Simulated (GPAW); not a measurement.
Ti:

```
Ti
1.0
     2.95000    0.00000    0.00000
    -1.47500    2.55477    0.00000
     0.00000    0.00000    4.68000
Ti
2
Direct
  0.66667 0.33333 0.75000
  0.33333 0.66667 0.25000
```

```yaml
Program: GPAW 26.7.0
Task: relaxation of cell and atoms
Functional: revPBE
Dispersion: D3(BJ)
Potentials_or_basis: the program's PAW data sets (release 1.2.1) made for this functional
Cutoff: 600 eV
Basis: pw
k_mesh: 10 × 10 × 6
Occupations: fermi-dirac, width 0.05 eV
Spin: no spin polarisation
```

At the start: pressure -10.2 GPa; volume 17.64 Å³/atom.

**Question.** Where does the relaxation end?

**Answer.** Over 6 steps the energy falls by 46.2 meV/atom and the volume is 16.01 Å³/atom (-9.2 %); space group P6_3/mmc (No. 194, to 0.05 Å).

Step by step:
| step | energy change (eV) | largest force (eV/Å) | pressure (GPa) | volume (Å³) |
| --- | --- | --- | --- | --- |
| 1 | 0.0000 | 0.0000 | -10.24 | 35.27 |
| 2 | -0.0433 | 0.0000 | -8.00 | 34.43 |
| 3 | -0.0909 | 0.0000 | 0.68 | 31.85 |
| 4 | -0.0924 | 0.0000 | -0.03 | 32.03 |
| 5 | -0.0924 | 0.0000 | -0.01 | 32.03 |
| 6 | -0.0924 | 0.0000 | 0.05 | 32.01 |

Final structure:
```
CELL_PARAMETERS angstrom
2.86091 0.00000 0.00000
-1.43046 2.47762 0.00000
0.00000 0.00000 4.51630
ATOMIC_POSITIONS crystal
Ti 0.66667 0.33333 0.75000
Ti 0.33333 0.66667 0.25000
```

Caveat: later steps reuse the first step's grids; pairwise dispersion overbinds metals, which lowers pressure and volume.
